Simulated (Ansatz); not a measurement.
ZnSe:

```
Se Zn
1.0
     4.10770    0.00000    0.00000
     0.00000    4.10770    0.00000
     0.00000    0.00000    6.07035
Se Zn
2 2
Direct
  0.50000 0.00000 0.75372
  0.00000 0.50000 0.24628
  0.50000 0.50000 0.00000
  0.00000 0.00000 0.00000
```

Measurements of this composition are mostly on another form, of space group No. 216.

```yaml
Program: Ansatz 0.2.0
Task: relaxation of cell and atoms
Functional: LDA
Potentials_or_basis: Ansatz PAW
Cutoff: "420 eV (not typed: the program's choice for these potentials)"
k_mesh: 5 × 5 × 4
Occupations: fermi-dirac, width 0.05 eV
Spin: no spin polarisation
```

At the start: volume 25.61 Å³/atom.

Problem. How do energy, volume and symmetry change on relaxing?

Solution. It ends after 8 steps and the volume is 20.82 Å³/atom (-18.7 %); space group P4/nmm (No. 129, to 0.05 Å).

Step by step:
```csv
step,energy change (eV),largest force (eV/Å),volume (Å³)
1,0.0000,0.6309,102.43
2,-0.1580,0.0085,92.25
3,-0.1847,0.0997,85.35
4,-0.1983,0.0852,83.48
5,-0.2060,0.0138,83.75
6,-0.2063,0.0021,83.13
7,-0.2063,0.0029,83.30
8,-0.2031,0.0013,83.30
```

Final structure:
```
Se Zn
1.0
     3.99000    0.00000    0.00000
     0.00000    3.99000    0.00000
     0.00000    0.00000    5.23231
Se Zn
2 2
Direct
  0.50000 0.00000 0.71969
  0.00000 0.50000 0.28031
  0.50000 0.50000 0.00000
  0.00000 0.00000 0.00000
```

Caveat: the volume moved by over 15 % at a fixed basis, so the end points are rough; the plane-wave basis is chosen anew once the cell has moved, so the energies of steps on either side of that aren't comparable; the PAW data sets come from PBE, with cores solved anew for the run's functional, which leaves a small shift of forces and pressure.
